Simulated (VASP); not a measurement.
# Ce (P-1) in VASP: single point with PBE

Aim: the single point of Ce with PBE.

Everything below comes from runs of VASP 6.6.1. Logs are shortened: lines on timing, memory, paths and dates and some standing lists are left out, and cuts for length are marked.

## 1. The crystal as given

The typed cell holds 1 atom: a = 3.642 Å, b = 3.617 Å, c = 3.714 Å, α = 111.70°, β = 109.25°, γ = 110.19°.

The cell was built by a generator and needn't be a form met in nature.

## 2. Single point, PBE

Contents of INCAR:

```
ALGO     = Normal         # electronic algorithm
EDIFF    = 1E-7           # SCF threshold, eV
ENCUT    = 520            # plane-wave cutoff, eV
GGA      = PE             # functional
ISIF     = 2              # what is computed and relaxed
ISMEAR   = -1             # smearing method
LASPH    = T              # aspherical terms in the spheres
LCHARG   = F              # write CHGCAR
LREAL    = F              # projectors in reciprocal space
LWAVE    = F              # write WAVECAR
NBANDS   = 12             # bands
NELM     = 100            # most SCF steps
PREC     = Accurate       # precision mode
SIGMA    = 0.1            # smearing width, eV
```

Contents of KPOINTS:

```
Automatic mesh
0
Gamma
  6 6 6
  0.5 0 0
```

Contents of POSCAR:

```
Ce
1.0
   -2.1227610000      2.0982670000      2.0877000000
    2.0144630000     -2.1828300000      2.0639650000
    2.1002260000      2.1602940000     -2.1722630000
Ce
1
Direct
    0.0027530000      0.0391550000      0.0256010000
```

Potentials or basis: VASP PAW PBE potentials, release 64 (Ce).

Started as:

```bash
$ cat potpaw_PBE.64/Ce/POTCAR > POTCAR
$ mpirun -np 1 vasp_std > vasp.out
```

OUTCAR:

```text
EDIFF = 1E-7
   ENCUT = 520
   GGA = PE
   ISIF = 2
   ISMEAR = -1
   LASPH = T
   LREAL = F
   NELM = 100
   PREC = Accurate

 ion  position               nearest neighbor table
   1  0.003  0.039  0.026-

  LATTYP: Found a triclinic cell.
 ALAT       =     5.8929472699
 B/A-ratio  =     0.5925825864
 C/A-ratio  =     1.0179505885
 COS(alpha) =     0.0051775158
 COS(beta)  =     0.5195287336
 COS(gamma) =     0.8048382735

  Lattice vectors:

 A1 = (   4.0921540000,   4.2360250000,  -0.1928610000)
 A2 = (   1.9919280000,   2.0757310000,   1.9794020000)
 A3 = (   4.2229870000,   0.0620270000,  -4.2599630000)

Analysis of symmetry for initial positions (statically):
=====================================================================
 Subroutine PRICEL returns:
 Original cell was already a primitive cell.

 Routine SETGRP: Setting up the symmetry group for a
 triclinic supercell.

 Subroutine GETGRP returns: Found  2 space group operations
 (whereof  1 operations were pure point group operations)
 out of a pool of  2 trial point group operations.

The static configuration has the point symmetry C_1 .
 The point group associated with its full space group is S_2 .

Analysis of symmetry for dynamics (positions and initial velocities):
=====================================================================
 Subroutine PRICEL returns:
 Original cell was already a primitive cell.

 Routine SETGRP: Setting up the symmetry group for a
 triclinic supercell.

 Subroutine GETGRP returns: Found  2 space group operations
 (whereof  1 operations were pure point group operations)
 out of a pool of  2 trial point group operations.

The dynamic configuration has the point symmetry C_1 .
 The point group associated with its full space group is S_2 .

 Subroutine INISYM returns: Found  2 space group operations
 (whereof  1 operations are pure point group operations),
 and found     1 'primitive' translations

----------------------------------------------------------------------------------------

                                     Primitive cell

  volume of cell :      36.3331

  direct lattice vectors                    reciprocal lattice vectors
    -2.122761000  2.098267000  2.087700000     0.007786543  0.239746253  0.245953594
     2.014463000 -2.182830000  2.063965000     0.249580170  0.006235445  0.247504633
     2.100226000  2.160294000 -2.172263000     0.244620795  0.236337862  0.011194878

  length of vectors
     3.642434619  3.617009747  3.714370197     0.343557953  0.351550402  0.340323733

  position of ions in fractional coordinates (direct lattice)
[... 80 lines left out ...]
   NSW    =      0    number of steps for IOM
   IBRION =     -1    ionic relax: 0-MD 1-quasi-New 2-CG
   NFREE  =      0    steps in history (QN), initial steepest desc. (CG)
   ISIF   =      2    stress and relaxation
   ISYM   =      2    0-nonsym 1-usesym 2-fastsym
   POTIM  = 0.5000    time-step for ionic-motion
   TEBEG  =    0.0;   TEEND  =   0.0 temperature during run
   PSTRESS=    0.0 pullay stress
   NELECT =      12.0000    total number of electrons
   NUPDOWN=      -1.0000    fix difference up-down
   EMIN   =  10.00;   EMAX   =-10.00  energy-range for DOS
   EFERMI =   0.00;   METHOD = LEGACY
   ISMEAR =    -1;   SIGMA  =   0.10  broadening in eV -4-tet -1-fermi 0-gaus
   EFERMI_NEDOS =   21; number of points for ismear=-14 and -15
   IALGO  =     38    algorithm
   IMIX   =      4    mixing-type and parameters
     AMIX     =   0.40;   BMIX     =  1.00
     AMIX_MAG =   1.60;   BMIX_MAG =  1.00
  volume/ion in A,a.u.               =      36.33       245.19
  Fermi-wavevector in a.u.,A,eV,Ry     =   1.131621  2.138453 17.423151  1.280566
  Thomas-Fermi vector in A             =   2.268320
   LORBIT       =      0    0 simple, 1 ext, 2 COOP (PROOUT), +10 PAW based schemes
   GGA     = PE    functional components
   LHFCALC =     F    Hartree Fock is set to
   AEXX    =    0.0000 exact exchange contribution
   IVDW    =     0    specifies the selected vdW correction
   LEPSILON=     F    determine dielectric tensor
   LRPA    =     F    only Hartree local field effects (RPA)
 non-spin polarized calculation
  energy-cutoff  :      520.00
  volume of cell :       36.33
 maximum number of plane-waves:       993
   NGX = 13   NGY = 13   NGZ = 13

 number of electron      12.0000000 magnetization

 Free energy of the ion-electron system (eV)
  ---------------------------------------------------
  ext. energy  EPLUGINS =         0.00000000
  ---------------------------------------------------
  free energy    TOTEN  =        -5.62619315 eV

  energy without entropy =       -5.38128630  energy(sigma->0) =       -5.50373972

 E-fermi :   6.3763     XC(G=0):  -9.8187

 val. band max:        6.3763090289   @ k =  -0.0833   0.0000   0.3333
 cond. band min:       6.3856404469   @ k =  -0.0833   0.1667   0.5000
 fundamental gap:      0.0093314180
 Fermi energy:         6.3763211574

 k-point     1 :       0.0833    0.0000    0.0000
  band No.  band energies     occupation
      1     -28.3497      2.00000
      2     -10.5674      2.00000
      3     -10.5203      2.00000
      4     -10.4649      2.00000
      5       3.3050      2.00000
      6       6.4844      0.50679
      7       6.5296      0.35522
      8       6.5505      0.29812
      9       6.9660      0.00548
     10       6.9955      0.00408
     11       7.0107      0.00351
     12       7.1070      0.00134
[... 331 lines left out ...]
 k-point    24 :      -0.0833    0.0000    0.1667
  band No.  band energies     occupation
      1     -28.3328      2.00000
      2     -10.7413      2.00000
      3     -10.5327      2.00000
      4     -10.4690      2.00000
      5       3.6812      2.00000
      6       6.4466      0.66239
      7       6.4714      0.55746
      8       6.5642      0.26499
      9       6.9321      0.00768
     10       6.9667      0.00544
     11       6.9998      0.00391
     12       7.0610      0.00212

 [... further k-points ...]
[... 5 lines left out ...]
  --------------------------------------------------------------------------------------
  -------------------------------------------------------------------------------------
  Total       -1.3295081     -0.8982108     -1.2291760      0.0143354      0.0375528      0.1352805
  in kB      -58.6271135    -39.6082642    -54.2027882      0.6321463      1.6559613      5.9654434
  external PRESSURE =     -50.8127220 kB  Pullay stress =       0.0000000 kB

 VOLUME and BASIS-vectors are now :
 -----------------------------------------------------------------------------
  energy-cutoff  :      520.00
  volume of cell :       36.33
      direct lattice vectors                 reciprocal lattice vectors
    -2.122761000  2.098267000  2.087700000     0.007786543  0.239746253  0.245953594
     2.014463000 -2.182830000  2.063965000     0.249580170  0.006235445  0.247504633
     2.100226000  2.160294000 -2.172263000     0.244620795  0.236337862  0.011194878

 POSITION                                       TOTAL-FORCE (eV/Angst)
 -----------------------------------------------------------------------------------
      0.12680     -0.02439      0.03095        -0.000000      0.000000      0.000000
 -----------------------------------------------------------------------------------
    total drift:                                0.000001     -0.000001     -0.000000

  FREE ENERGIE OF THE ION-ELECTRON SYSTEM (eV)
  ---------------------------------------------------
  free  energy   TOTEN  =        -5.6261931466 eV

  energy  without entropy=       -5.3812862985  energy(sigma->0) =       -5.50373972
```

OSZICAR:

```text
N       E                     dE             d eps       ncg     rms          rms(c)
DAV:   1     0.100210526710E+03    0.10021E+03   -0.50335E+03  2592   0.117E+03
DAV:   2     0.346026887831E+00   -0.99864E+02   -0.95024E+02  3500   0.183E+02
DAV:   3    -0.543355599130E+01   -0.57796E+01   -0.55253E+01  2712   0.649E+01
DAV:   4    -0.587810606440E+01   -0.44455E+00   -0.41131E+00  5060   0.129E+01
DAV:   5    -0.588734875507E+01   -0.92427E-02   -0.91955E-02  3976   0.208E+00    0.527E+00
DAV:   6    -0.759624995216E+01   -0.17089E+01   -0.25227E+01  4612   0.186E+01    0.151E+01
DAV:   7    -0.567512438367E+01    0.19211E+01   -0.10602E+01  4808   0.179E+01    0.308E+00
DAV:   8    -0.562506461893E+01    0.50060E-01   -0.60543E-01  4472   0.405E+00    0.785E-01
DAV:   9    -0.562579469737E+01   -0.73008E-03   -0.42633E-02  4800   0.832E-01    0.335E-01
DAV:  10    -0.562612613540E+01   -0.33144E-03   -0.21519E-03  4560   0.247E-01    0.157E-01
DAV:  11    -0.562622993387E+01   -0.10380E-03   -0.22982E-03  5128   0.232E-01    0.864E-02
DAV:  12    -0.562620945426E+01    0.20480E-04   -0.86122E-05  4496   0.617E-02    0.537E-02
DAV:  13    -0.562619274701E+01    0.16707E-04   -0.11542E-04  5032   0.537E-02    0.390E-03
DAV:  14    -0.562619307121E+01   -0.32420E-06   -0.56189E-06  4748   0.113E-02    0.388E-03
DAV:  15    -0.562619310516E+01   -0.33952E-07   -0.11696E-06  3892   0.349E-03    0.106E-03
DAV:  16    -0.562619314657E+01   -0.41400E-07   -0.62201E-07  1824   0.782E-04
   1 F= -.56261931E+01 E0= -.55037397E+01  d E =-.244907E+00
```

stdout:

```text
POSCAR found type information on POSCAR Ce
 POSCAR found :  1 types and       1 ions
 scaLAPACK will be used
 LDA part: xc-table for (Slater+PW92), standard interpolation
 POSCAR, INCAR and KPOINTS ok, starting setup
 FFT: planning ... GRIDC
 FFT: planning ... GRID_SOFT
 FFT: planning ... GRID
 WAVECAR not read
 entering main loop
```

Run time: 27 s. Hardware: 1 thread of Intel Xeon 6975P-C (Granite Rapids), shared host; peak memory 0.2 GiB.

What came out:

| Property | Result |
| --- | --- |
| Free energy | -5.6262 eV |
| Pressure | -5.1 GPa |
| Band gap on the k mesh | none (metal or under the smearing width) |

Stress tensor (GPa, compression positive):
```
-5.86  0.06  0.60
 0.06 -3.96  0.17
 0.60  0.17 -5.42
```

Levels at points of the mesh, in eV from the Fermi level:
| k point | band 3 | band 4 | band 5 | band 6 | band 7 | band 8 | band 9 | band 10 |
| --- | --- | --- | --- | --- | --- | --- | --- | --- |
| (0.08, 0.00, 0.00) | -16.90 | -16.84 | -3.07 | 0.11 | 0.15 | 0.17 | 0.59 | 0.62 |

Caveat: the k mesh is coarse (spacing up to 0.37 Å⁻¹), so the values aren't converged.
